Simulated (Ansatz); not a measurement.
## What internal relaxation does to the elastic constants of Ta2Si

Method: DFT PBEsol, scalar-relativistic, plane waves, PAW (Ansatz). Plane waves to 420 eV; Γ-centred k mesh 10×10×10; Fermi-Dirac smearing of 0.15 eV. No spin polarisation.

Equilibrium structure at this level:
```
CELL_PARAMETERS angstrom
-3.06900 3.06900 2.52024
3.06900 -3.06900 2.52024
3.06900 3.06900 -2.52024
ATOMIC_POSITIONS crystal
Ta 0.66258 0.83742 0.50000
Ta 0.83742 0.33742 0.17484
Ta 0.33742 0.16258 0.50000
Ta 0.16258 0.66258 0.82516
Si 0.25000 0.25000 0.00000
Si 0.75000 0.75000 0.00000
```

In a metal, frequencies and elastic constants depend on the k mesh and the smearing, soft modes and shear constants most. Spin–orbit coupling is left out, which can shift energies with elements as heavy as these.

Clamped-ion constants (GPa, Voigt order; atoms follow the strain homogeneously):
C11 = 401.4, C12 = 134.6, C13 = 154.7, C22 = 401.4, C23 = 154.7, C33 = 360.1, C44 = 155.9, C55 = 155.9, C66 = 154.8 GPa; the others vanish.

**Question.** What are the constants once the atoms relax in each strained cell?

**Answer.**
C11 = 359.6, C12 = 175.3, C13 = 153.5, C22 = 359.6, C23 = 153.5, C33 = 357.5, C44 = 141.3, C55 = 141.3, C66 = 132.8 GPa; the others vanish.
The Voigt shear modulus goes from 141.2 to 122.7 GPa and the Voigt bulk modulus from 227.9 to 226.8 GPa. Relaxation subtracts ΛᵀK⁻¹Λ/V, with Λ the forces that a strain puts on the atoms and K the zone-centre force constants. At a stable cell this can only lower the diagonal constants, and it acts only for strains that share their symmetry with an optical mode; elsewhere, and where the coupling is weak, the constants hardly move.